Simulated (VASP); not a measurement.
Wanted: the native input for a VASP 6.6.1 run.

| Item | Value |
| --- | --- |
| Task | relaxation of the atoms |
| Functional | LDA |
| Potentials or basis | VASP PAW LDA potentials, release 64 (Bi_d) |
| Cutoff | 600 eV |
| k mesh | 14 × 14 × 14 |
| Occupations | methfessel-paxton, width 0.1 eV |
| Spin | no spin polarisation |
| Further INCAR settings | ALGO = Normal; EDIFF = 1e-07; IBRION = 2; EDIFFG = -0.01; NSW = 40 |

The structure of Bi lies in POSCAR:

```
Bi                                      
1.0
   -1.9287926998      1.9287926998      1.9287926998
    1.9287926998     -1.9287926998      1.9287926998
    1.9287926998      1.9287926998     -1.9287926998
  Bi            
     1
Direct
     0.0000000000000000    0.0000000000000000    0.0000000000000000
```

This isn't the form of Bi at room conditions, which is rhombohedral.

The cell isn't the ideal one: a relaxed cell with its volume scaled by 0.98.

These files were run (other wordings do the same):

INCAR

```
ALGO = Normal ; EDIFF = 1E-7
EDIFFG = -0.01 ; ENCUT = 600
GGA = CA ; IBRION = 2
ISIF = 2 ; ISMEAR = 1
LASPH = T ; LCHARG = F
LREAL = F ; LWAVE = F
NELM = 80 ; NSW = 40
PREC = Accurate ; SIGMA = 0.1
```

KPOINTS

```
k-points
0
Gamma
  14 14 14
```

Potentials or basis: VASP PAW LDA potentials, release 64 (Bi_d).

Command:

```bash
$ cat potpaw_LDA.64/Bi_d/POTCAR > POTCAR
$ mpirun -np 1 vasp_std > vasp.out
```

It gave:

- Pressure after relaxing: 1.3 GPa
- Band gap on the k mesh: none (metal or under the smearing width)

Caveat: the relaxation stopped at its first step, so nothing moved; spin-orbit coupling is left out, which moves the levels of the heavy elements.

Run time: 12 s on 1 thread of Intel(R) Xeon(R) 6975P-C (Granite Rapids) (shared host), peak memory 0.17 GiB.
